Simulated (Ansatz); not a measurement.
Born–Oppenheimer molecular dynamics of a periodic cell of 16 atoms, WC (start crystal WC, start structure P-6m2, volume 1.15 times the crystal's). It starts from a structure without forces on its atoms.

Method: DFT PBE, scalar-relativistic, plane waves, PAW in Ansatz 0.2.0. Settings: PAW set soft_1, cutoff 420 eV, k mesh 3x3x3, fermi-dirac smearing 0.3 eV, no spin polarisation.

```json
{"ensemble": "NVT, Langevin thermostat", "time step": "0.75 fs", "steps asked": "140", "set temperature": "3500 K", "friction": "0.02 /fs", "seed": "754333"}
```

Frames 7.5 fs apart, positions in Å, forces in eV/Å.

Velocities at 7.5 fs (Å/ps):

```
W -4.59 -2.20 -3.91
C 20.30 21.88 11.81
W -4.94 -0.80 -1.61
C 12.09 -22.29 0.69
W 3.85 3.11 5.65
C 10.88 9.49 -9.49
W 7.04 -2.54 5.52
C 10.83 -0.17 10.46
W 0.67 -0.74 -2.68
C 3.95 16.53 -2.56
W -0.63 -3.06 -0.62
C 30.44 8.67 -12.27
W -5.67 1.21 0.24
C 13.68 15.77 9.89
W 2.93 -4.17 3.21
C 2.62 -3.98 -5.70
```

```xyz
16
Lattice="-2.9994 -5.1951 0.0000 4.4991 -2.5975 0.0000 0.0000 0.0000 5.8882" Properties=species:S:1:pos:R:3:forces:R:3 time_fs=7.5 energy_less_start_eV=1.976 T=2657
W -0.042 -5.207 -0.025 1.52 0.07 0.17
C 1.714 -4.099 1.580 -1.55 -3.00 -1.60
W -0.048 -5.187 2.925 2.27 -0.34 0.17
C 1.554 -4.529 4.385 -0.81 2.06 0.57
W -1.464 -2.589 0.025 -0.22 0.19 -0.18
C 0.052 -1.701 1.376 -0.20 -0.25 1.15
W -1.452 -2.608 2.974 0.07 0.72 -0.17
C 0.088 -1.729 4.498 -0.97 -0.40 -0.95
W 1.494 -2.595 -0.016 1.24 -0.09 0.38
C 3.092 -1.742 1.469 -1.26 0.77 -0.07
W 1.488 -2.620 2.936 1.39 1.22 0.85
C 3.278 -1.700 4.327 -3.49 0.00 1.02
W -0.041 0.018 0.007 1.96 -0.02 -0.14
C -1.447 -4.198 1.545 -0.43 -1.47 -0.98
W 0.029 -0.029 2.956 0.73 0.46 -0.77
C -1.452 -4.364 4.384 -0.26 0.08 0.54
16
Lattice="-2.9994 -5.1951 0.0000 4.4991 -2.5975 0.0000 0.0000 0.0000 5.8882" Properties=species:S:1:pos:R:3:forces:R:3 time_fs=15 energy_less_start_eV=4.651 T=1963
W -0.081 -5.207 -0.037 2.36 0.02 0.18
C 1.841 -4.017 1.573 -1.57 -3.61 -1.29
W -0.081 -5.192 2.924 3.37 -0.31 0.74
C 1.708 -4.619 4.482 -3.06 3.10 -0.44
W -1.449 -2.569 0.060 0.64 -0.10 0.39
C 0.093 -1.601 1.348 -0.28 -1.59 1.52
W -1.408 -2.622 3.015 0.07 1.16 -0.74
C 0.153 -1.719 4.520 -1.49 -0.58 -1.13
W 1.521 -2.584 -0.021 1.05 0.12 0.92
C 3.089 -1.649 1.491 -1.13 -0.15 -0.50
W 1.472 -2.633 2.936 1.98 1.77 0.85
C 3.456 -1.693 4.245 -5.79 1.33 2.49
W -0.088 0.026 0.010 3.09 0.39 0.08
C -1.359 -4.175 1.579 -1.22 -1.30 -1.33
W 0.049 -0.057 2.980 1.79 0.44 -2.27
C -1.454 -4.328 4.399 0.19 -0.68 0.54
16
Lattice="-2.9994 -5.1951 0.0000 4.4991 -2.5975 0.0000 0.0000 0.0000 5.8882" Properties=species:S:1:pos:R:3:forces:R:3 time_fs=22.5 energy_less_start_eV=5.005 T=2273
W -0.109 -5.197 -0.044 3.42 -0.17 0.82
C 1.884 -4.126 1.512 -2.31 -1.17 0.22
W -0.106 -5.194 2.928 3.91 -0.47 0.87
C 1.770 -4.567 4.559 -3.30 2.84 -1.39
W -1.434 -2.558 0.095 1.00 -0.55 0.18
C 0.114 -1.473 1.381 -0.07 -3.85 1.22
W -1.363 -2.639 3.056 -0.96 0.98 -1.16
C 0.155 -1.702 4.465 -1.18 -0.92 -0.19
W 1.555 -2.545 -0.033 0.48 -0.47 1.31
C 3.100 -1.610 1.537 -1.32 -0.82 -1.03
W 1.458 -2.652 2.938 2.66 0.91 -0.06
C 3.401 -1.639 4.251 -4.67 0.14 2.14
W -0.125 0.027 0.030 3.36 1.39 -0.51
C -1.337 -4.233 1.551 -1.56 -0.22 -0.77
W 0.063 -0.102 3.010 0.87 2.42 -1.58
C -1.446 -4.371 4.445 -0.32 -0.05 -0.07
16
Lattice="-2.9994 -5.1951 0.0000 4.4991 -2.5975 0.0000 0.0000 0.0000 5.8882" Properties=species:S:1:pos:R:3:forces:R:3 time_fs=30 energy_less_start_eV=3.642 T=3650
W -0.139 -5.199 -0.040 4.86 -0.21 1.78
C 1.797 -4.284 1.500 -2.13 0.38 0.70
W -0.115 -5.209 2.912 3.80 -0.24 0.41
C 1.640 -4.358 4.542 -0.91 0.33 -0.73
W -1.397 -2.546 0.138 -0.88 -0.61 -1.51
C 0.125 -1.591 1.497 -0.59 -1.99 -0.23
W -1.339 -2.666 3.103 -2.62 0.88 -2.01
C 0.083 -1.708 4.372 -0.43 -1.01 1.62
W 1.576 -2.517 -0.063 -0.50 -1.43 1.61
C 3.170 -1.618 1.501 -1.99 -1.00 -0.36
W 1.446 -2.655 2.929 2.96 0.22 0.19
C 3.080 -1.616 4.311 -1.25 -1.91 1.15
W -0.152 0.014 0.025 3.69 0.75 0.12
C -1.410 -4.309 1.455 -1.00 0.11 0.58
W 0.049 -0.132 3.039 -0.18 3.84 -1.78
C -1.383 -4.465 4.500 -2.83 1.89 -1.54
16
Lattice="-2.9994 -5.1951 0.0000 4.4991 -2.5975 0.0000 0.0000 0.0000 5.8882" Properties=species:S:1:pos:R:3:forces:R:3 time_fs=37.5 energy_less_start_eV=4.410 T=3352
W -0.186 -5.183 -0.057 5.39 -1.03 2.12
C 1.590 -4.463 1.499 -0.47 0.92 0.75
W -0.121 -5.239 2.892 2.80 -0.44 0.53
C 1.440 -4.165 4.504 0.31 -2.28 -0.57
W -1.362 -2.530 0.186 -2.80 -1.28 -1.93
C 0.107 -1.797 1.533 -1.01 0.67 -0.13
W -1.343 -2.697 3.147 -3.61 0.66 -2.84
C 0.013 -1.778 4.410 -0.21 0.63 0.98
W 1.588 -2.474 -0.108 -3.39 -3.61 4.37
C 3.099 -1.691 1.469 -1.41 -0.73 0.18
W 1.437 -2.671 2.915 1.98 -0.41 0.02
C 2.708 -1.743 4.373 4.13 1.37 -1.46
W -0.150 -0.006 0.025 3.15 0.27 0.10
C -1.474 -4.428 1.375 -0.86 0.87 1.66
W 0.018 -0.142 3.042 -0.55 2.32 -1.85
C -1.399 -4.456 4.492 -3.43 2.09 -1.93
16
Lattice="-2.9994 -5.1951 0.0000 4.4991 -2.5975 0.0000 0.0000 0.0000 5.8882" Properties=species:S:1:pos:R:3:forces:R:3 time_fs=45 energy_less_start_eV=6.151 T=3061
W -0.243 -5.168 -0.068 4.52 -1.24 0.76
C 1.354 -4.589 1.527 1.77 1.13 0.02
W -0.144 -5.256 2.878 1.83 -1.05 0.76
C 1.244 -4.130 4.486 1.02 -2.55 -0.49
W -1.343 -2.525 0.217 -4.24 -1.82 -1.48
C 0.122 -1.872 1.509 -1.43 1.18 0.36
W -1.361 -2.734 3.158 -3.93 1.33 -3.43
C -0.076 -1.856 4.482 0.30 1.98 -0.01
W 1.564 -2.448 -0.148 -4.21 -5.18 6.21
C 2.963 -1.853 1.532 0.30 0.20 -0.54
W 1.450 -2.694 2.903 -0.33 -1.24 -0.72
C 2.592 -1.835 4.338 6.69 3.66 -2.27
W -0.112 -0.032 0.036 0.95 0.06 -0.30
C -1.564 -4.569 1.345 -0.46 1.85 2.18
W -0.013 -0.161 3.035 -0.94 1.50 -1.82
C -1.496 -4.399 4.364 -1.84 0.19 0.79
16
Lattice="-2.9994 -5.1951 0.0000 4.4991 -2.5975 0.0000 0.0000 0.0000 5.8882" Properties=species:S:1:pos:R:3:forces:R:3 time_fs=52.5 energy_less_start_eV=6.971 T=2981
W -0.289 -5.143 -0.075 3.23 -0.69 0.40
C 1.207 -4.599 1.608 3.09 1.00 -1.45
W -0.179 -5.284 2.875 0.71 -0.98 1.24
C 1.109 -4.189 4.473 1.57 -0.75 -0.45
W -1.326 -2.542 0.241 -5.92 -2.37 -1.72
C 0.093 -1.897 1.406 0.22 1.03 1.99
W -1.384 -2.782 3.146 -3.43 3.33 -3.68
C -0.240 -1.768 4.582 1.66 1.07 -1.14
W 1.530 -2.451 -0.163 -1.48 -3.59 2.97
C 2.905 -2.114 1.624 1.52 1.77 -2.25
W 1.479 -2.698 2.893 -2.50 -1.71 0.25
C 2.779 -1.768 4.222 1.83 0.85 1.59
W -0.092 -0.061 0.034 -0.84 0.52 -0.53
C -1.697 -4.658 1.428 1.52 1.91 1.13
W -0.050 -0.180 3.030 -1.50 0.74 -1.91
C -1.695 -4.335 4.228 0.30 -2.13 3.55
16
Lattice="-2.9994 -5.1951 0.0000 4.4991 -2.5975 0.0000 0.0000 0.0000 5.8882" Properties=species:S:1:pos:R:3:forces:R:3 time_fs=60 energy_less_start_eV=9.087 T=1839
W -0.304 -5.112 -0.081 2.38 -0.61 0.95
C 1.157 -4.619 1.657 3.25 0.81 -2.04
W -0.198 -5.337 2.891 0.20 0.70 0.40
C 1.036 -4.221 4.457 1.79 0.19 -0.32
W -1.345 -2.564 0.241 -5.65 -2.11 -1.97
C 0.033 -1.903 1.401 1.36 0.29 1.93
W -1.412 -2.817 3.139 -2.70 3.92 -3.46
C -0.314 -1.682 4.593 1.63 -0.61 -0.87
W 1.506 -2.466 -0.176 -0.80 -2.44 2.44
C 2.889 -2.283 1.661 1.66 2.40 -3.28
W 1.486 -2.705 2.905 -3.31 -1.79 0.84
C 2.961 -1.667 4.192 -1.43 -1.57 3.18
W -0.090 -0.072 0.017 -1.41 1.00 -0.03
C -1.802 -4.782 1.563 3.42 2.44 -1.23
W -0.072 -0.210 3.017 -2.82 -0.59 -1.66
C -1.923 -4.303 4.162 2.41 -2.03 5.12
16
Lattice="-2.9994 -5.1951 0.0000 4.4991 -2.5975 0.0000 0.0000 0.0000 5.8882" Properties=species:S:1:pos:R:3:forces:R:3 time_fs=67.5 energy_less_start_eV=8.525 T=2700
W -0.316 -5.067 -0.094 2.53 -1.29 1.09
C 1.180 -4.642 1.591 2.29 0.51 -1.07
W -0.211 -5.395 2.895 2.13 1.18 0.12
C 1.060 -4.294 4.367 1.84 0.86 0.23
W -1.377 -2.586 0.231 -3.81 -0.60 -1.98
C 0.026 -1.947 1.520 0.05 -0.30 0.32
W -1.439 -2.848 3.129 -3.02 2.22 -2.05
C -0.247 -1.602 4.546 0.66 -3.16 0.33
W 1.483 -2.487 -0.185 -0.94 -2.49 2.38
C 2.845 -2.285 1.528 1.65 2.23 -1.23
W 1.493 -2.703 2.909 -2.60 -2.26 0.25
C 3.067 -1.629 4.324 -2.79 -1.74 1.89
W -0.091 -0.049 -0.034 -1.43 0.62 1.84
C -1.780 -4.866 1.693 2.71 3.08 -3.11
W -0.113 -0.248 3.005 -2.88 0.98 -1.66
C -2.017 -4.342 4.311 3.62 0.14 2.65
16
Lattice="-2.9994 -5.1951 0.0000 4.4991 -2.5975 0.0000 0.0000 0.0000 5.8882" Properties=species:S:1:pos:R:3:forces:R:3 time_fs=75 energy_less_start_eV=7.773 T=3307
W -0.320 -5.035 -0.107 3.62 -2.50 1.60
C 1.234 -4.661 1.504 1.58 0.43 0.14
W -0.239 -5.449 2.900 4.32 1.69 -0.09
C 1.145 -4.321 4.273 1.27 0.46 0.91
W -1.421 -2.629 0.230 -2.96 0.41 -1.73
C 0.043 -2.040 1.657 -1.46 0.27 -1.08
W -1.470 -2.869 3.128 -3.32 1.37 -1.58
C -0.255 -1.614 4.487 0.61 -3.38 1.54
W 1.472 -2.508 -0.194 -1.44 -2.65 2.62
C 2.814 -2.226 1.406 1.92 1.80 0.53
W 1.500 -2.708 2.902 -1.66 -2.30 -0.14
C 3.022 -1.538 4.489 -2.02 -2.72 0.13
W -0.092 -0.036 -0.083 -2.65 -0.86 4.36
C -1.658 -4.763 1.712 -0.91 2.46 -2.46
W -0.160 -0.293 3.013 -0.17 3.43 -2.97
C -1.935 -4.386 4.530 3.30 2.10 -1.79
16
Lattice="-2.9994 -5.1951 0.0000 4.4991 -2.5975 0.0000 0.0000 0.0000 5.8882" Properties=species:S:1:pos:R:3:forces:R:3 time_fs=82.5 energy_less_start_eV=7.347 T=3674
W -0.314 -5.020 -0.119 6.36 -4.97 3.54
C 1.375 -4.692 1.349 -0.13 1.23 1.83
W -0.256 -5.500 2.893 4.02 2.00 -0.62
C 1.335 -4.312 4.255 -0.05 -0.72 1.17
W -1.491 -2.663 0.233 -1.95 1.06 -1.98
C 0.015 -2.160 1.715 -1.59 1.38 -1.63
W -1.509 -2.893 3.132 -3.31 1.78 -2.47
C -0.295 -1.779 4.408 1.95 -0.62 2.23
W 1.458 -2.529 -0.201 -1.31 -2.89 3.92
C 2.862 -1.990 1.354 0.67 0.52 1.17
W 1.501 -2.719 2.910 -0.49 -1.56 -0.89
C 2.967 -1.585 4.641 -0.82 -1.35 -3.06
W -0.106 -0.040 -0.118 -1.78 -1.06 4.13
C -1.554 -4.540 1.587 -1.56 0.41 -0.44
W -0.190 -0.346 3.025 1.07 3.49 -3.34
C -1.706 -4.310 4.669 -1.10 1.32 -3.58
16
Lattice="-2.9994 -5.1951 0.0000 4.4991 -2.5975 0.0000 0.0000 0.0000 5.8882" Properties=species:S:1:pos:R:3:forces:R:3 time_fs=90 energy_less_start_eV=8.935 T=3338
W -0.303 -5.005 -0.144 6.34 -5.66 3.58
C 1.609 -4.640 1.259 -5.94 3.66 4.77
W -0.243 -5.548 2.890 2.32 2.68 -0.81
C 1.481 -4.315 4.263 -1.40 -0.81 1.30
W -1.573 -2.681 0.222 3.05 1.00 -5.58
C -0.047 -2.325 1.706 -0.29 2.65 -1.18
W -1.555 -2.906 3.113 -2.58 2.82 -3.38
C -0.275 -1.883 4.359 2.53 0.57 2.03
W 1.435 -2.560 -0.189 -1.38 -2.99 4.38
C 2.964 -1.779 1.349 -0.58 -1.16 0.58
W 1.493 -2.732 2.910 -0.16 -0.98 -1.01
C 2.852 -1.686 4.652 0.73 0.45 -4.12
W -0.129 -0.035 -0.143 -0.33 -0.03 3.19
C -1.550 -4.336 1.441 -0.74 -3.03 1.09
W -0.185 -0.374 3.024 0.97 2.95 -2.96
C -1.594 -4.197 4.608 -2.55 -2.12 -1.87
```

Of the whole run (105 fs, mean temperature of the second half 3178 K): A run of 0.1 ps of so small a system gives no equilibrium averages. Limits of this set-up: coarse k mesh.

Run time: 25 min on 2 threads of Arm Neoverse V1, with other jobs on the host, peak memory 0.86 GiB.
